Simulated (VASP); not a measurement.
Level of theory: r2SCAN meta-GGA, VASP's PBE PAW potentials (set 64) (plane waves; VASP).

Input for VASP

### POSCAR
```
Li3N
1
    1.8070203436    -3.1298513136     0.0000000000
    1.8070203436     3.1298513136    -0.0000000000
    0.0000000000     0.0000000000     3.8548506515
Li N
3 1
Direct
  0.3333330000   0.6666670000   0.0000000000
  0.6666670000   0.3333330000   0.0000000000
  1.0000000000   0.0000000000   0.5000000000
  1.0000000000   0.0000000000   0.0000000000
```

### INCAR
```
SYSTEM = Li3N
PREC = Accurate
ENCUT = 520
EDIFF = 1E-7
NELM = 100
ALGO = Normal
LREAL = .FALSE.
LASPH = .TRUE.
ISMEAR = 0
SIGMA = 0.01
METAGGA = R2SCAN
LMIXTAU = .TRUE.
LWAVE = .FALSE.
LCHARG = .FALSE.
LOPTICS = .TRUE.
LPEAD = .TRUE.
NBANDS = 33
NEDOS = 1001
CSHIFT = 0.1
```

KPOINTS:
```
Automatic mesh
0
Gamma
13 13 10
0 0 0
```

POTCAR, in this order: Li_sv N (PBE.64 set). Program: vasp_std.

The resulting files:

**OSZICAR**
```
       N       E                     dE             d eps       ncg     rms          rms(c)
DAV:   1     0.796445866404E+02    0.79645E+02   -0.48953E+03  8316   0.464E+02
DAV:   2    -0.147936231883E+02   -0.94438E+02   -0.88287E+02  9878   0.148E+02
DAV:   3    -0.252103935921E+02   -0.10417E+02   -0.10098E+02 15860   0.339E+01
DAV:   4    -0.253517065640E+02   -0.14131E+00   -0.14119E+00 10063   0.514E+00
DAV:   5    -0.253526254765E+02   -0.91891E-03   -0.91885E-03 11167   0.349E-01    0.910E+00
DAV:   6    -0.187668845060E+02    0.65857E+01   -0.84733E+00 10703   0.707E+00    0.375E+00
DAV:   7    -0.177142910991E+02    0.10526E+01   -0.37051E-01 10446   0.307E+00    0.197E+00
DAV:   8    -0.191071041265E+02   -0.13928E+01   -0.19588E-01  9824   0.221E+00    0.840E-01
DAV:   9    -0.181827979123E+02    0.92431E+00   -0.17116E-01  8630   0.236E+00    0.579E-01
DAV:  10    -0.181902404307E+02   -0.74425E-02   -0.24605E-02 11503   0.725E-01    0.625E-01
DAV:  11    -0.181905111879E+02   -0.27076E-03   -0.78064E-04  9497   0.141E-01    0.616E-01
DAV:  12    -0.181886151130E+02    0.18961E-02   -0.10684E-02  8709   0.349E-01    0.540E-01
DAV:  13    -0.182103761269E+02   -0.21761E-01   -0.23690E-02  8401   0.821E-01    0.486E-01
DAV:  14    -0.182105252471E+02   -0.14912E-03   -0.28820E-04 12078   0.833E-02    0.482E-01
DAV:  15    -0.182121325706E+02   -0.16073E-02   -0.66582E-04  8645   0.124E-01    0.516E-01
DAV:  16    -0.182126184257E+02   -0.48586E-03   -0.79443E-04  8669   0.120E-01    0.336E-01
DAV:  17    -0.182128380876E+02   -0.21966E-03   -0.68630E-04  8979   0.132E-01    0.268E-01
DAV:  18    -0.182130379143E+02   -0.19983E-03   -0.13608E-04  9400   0.501E-02    0.230E-01
DAV:  19    -0.182139161144E+02   -0.87820E-03   -0.21819E-04  8543   0.730E-02    0.171E-01
DAV:  20    -0.182145696621E+02   -0.65355E-03   -0.25547E-04  8484   0.765E-02    0.881E-02
DAV:  21    -0.182148663330E+02   -0.29667E-03   -0.18210E-04 11285   0.484E-02    0.360E-02
DAV:  22    -0.182149426821E+02   -0.76349E-04   -0.14829E-05  8921   0.178E-02    0.222E-02
DAV:  23    -0.182149598774E+02   -0.17195E-04   -0.87739E-06  9957   0.123E-02    0.136E-02
DAV:  24    -0.182149656986E+02   -0.58211E-05   -0.78042E-06  8519   0.145E-02    0.820E-03
DAV:  25    -0.182149763998E+02   -0.10701E-04   -0.11680E-06 12207   0.442E-03    0.392E-03
DAV:  26    -0.182149770466E+02   -0.64674E-06   -0.35656E-07  8869   0.320E-03    0.306E-03
DAV:  27    -0.182149788483E+02   -0.18018E-05   -0.70250E-08  9138   0.148E-03    0.174E-03
DAV:  28    -0.182149788229E+02    0.25413E-07   -0.45717E-08  9879   0.741E-04
   1 F= -.18214979E+02 E0= -.18214979E+02  d E =-.143416E-11
 imaginary and real dielectric function
```

**OUTCAR**
```
------------------------ aborting loop because EDIFF is reached ----------------------------------------
  FORCE on cell =-STRESS in cart. coord.  units (eV):
  Direction    XX          YY          ZZ          XY          YZ          ZX
  --------------------------------------------------------------------------------------
  Total        0.0113752      0.0113752      0.0737408      0.0000000     -0.0000000      0.0000000
  in kB        0.4179689      0.4179690      2.7095305      0.0000000     -0.0000000      0.0000000
  external PRESSURE =       1.1818228 kB  Pullay stress =       0.0000000 kB
  volume of cell :       43.60
      direct lattice vectors                 reciprocal lattice vectors
     1.807020344 -3.129851314  0.000000000     0.276698600 -0.159751998  0.000000000
     1.807020344  3.129851314  0.000000000     0.276698600  0.159751998  0.000000000
     0.000000000  0.000000000  3.854850652     0.000000000  0.000000000  0.259413422
 POSITION                                       TOTAL-FORCE (eV/Angst)
 -----------------------------------------------------------------------------------
      1.80702      1.04329      0.00000         0.000000      0.000000      0.000000
      1.80702     -1.04329      0.00000        -0.000000     -0.000000      0.000000
      0.00000      0.00000      1.92743        -0.000000      0.000000      0.000000
      0.00000      0.00000      0.00000        -0.000000      0.000000      0.000000
 -----------------------------------------------------------------------------------
    total drift:                                0.000000     -0.000000      0.000000
  FREE ENERGIE OF THE ION-ELECTRON SYSTEM (eV)
  ---------------------------------------------------
  free  energy   TOTEN  =       -18.2149788229 eV

  energy  without entropy=      -18.2149788229  energy(sigma->0) =      -18.21497882

 plasma frequency squared (from intraband transitions) (eV^2)
  --------------------------------------------------------------------------------------
       0.000       0.000       0.000
       0.000       0.000       0.000
       0.000       0.000       0.000

 plasma frequency squared (from interband transitions, int dw w eps(2)(w)) (eV^2)
  --------------------------------------------------------------------------------------
     288.109       0.000      -0.000      -0.000      -0.000      -0.000
      -0.000       0.000     288.109       0.000      -0.000      -0.000
      -0.000       0.000      -0.000       0.000     292.087       0.000
```
(Selected blocks of OUTCAR.)

### OUTCAR
```
 val. band max:        1.2701071902   @ k =   0.0000   0.0000   0.5000

 cond. band min:       2.8142252376   @ k =   0.0000   0.0000   0.0000


 Fermi energy:         1.3092731447

 k-point     1 :       0.0000    0.0000    0.0000
  band No.  band energies     occupation
      1     -44.7636      2.00000
      2     -44.4145      2.00000
      3     -44.2843      2.00000
      4     -10.9514      2.00000
      5      -0.3399      2.00000
      6       1.0566      2.00000
      7       1.0566      2.00000
      8       2.8142      0.00000
      9       9.4220      0.00000
     10       9.4221      0.00000
     11      10.4409      0.00000
     12      14.6700      0.00000
     13      14.6709      0.00000
     14      15.7068      0.00000
     15      16.3375      0.00000
     16      19.3407      0.00000
     17      20.2360      0.00000
     18      20.2362      0.00000
     19      20.8309      0.00000
     20      20.8312      0.00000
     21      22.0607      0.00000
     22      22.0608      0.00000
     23      25.2589      0.00000
     24      25.3618      0.00000
     25      26.3246      0.00000
     26      26.3247      0.00000
     27      33.7842      0.00000
     28      35.8753      0.00000
     29      39.4863      0.00000
     30      40.4166      0.00000
     31      40.4167      0.00000
     32      42.5584      0.00000
     33      44.3910      0.00000

 k-point     2 :       0.0769    0.0000    0.0000
  band No.  band energies     occupation
      1     -44.7589      2.00000
      2     -44.4189      2.00000
      3     -44.2843      2.00000
      4     -10.9466      2.00000
      5      -0.2976      2.00000
      6       0.8320      2.00000
      7       0.9837      2.00000
      8       3.0319      0.00000
      9       9.4417      0.00000
     10       9.6016      0.00000
     11      10.3530      0.00000
     12      14.5153      0.00000
     13      14.6096      0.00000
     14      15.7538      0.00000
     15      16.2832      0.00000
...
```

The dielectric response may not be converged in the k-mesh; for small gaps it tends to come out too large.

The compound is Li3N in the alpha structure. It was relaxed first.
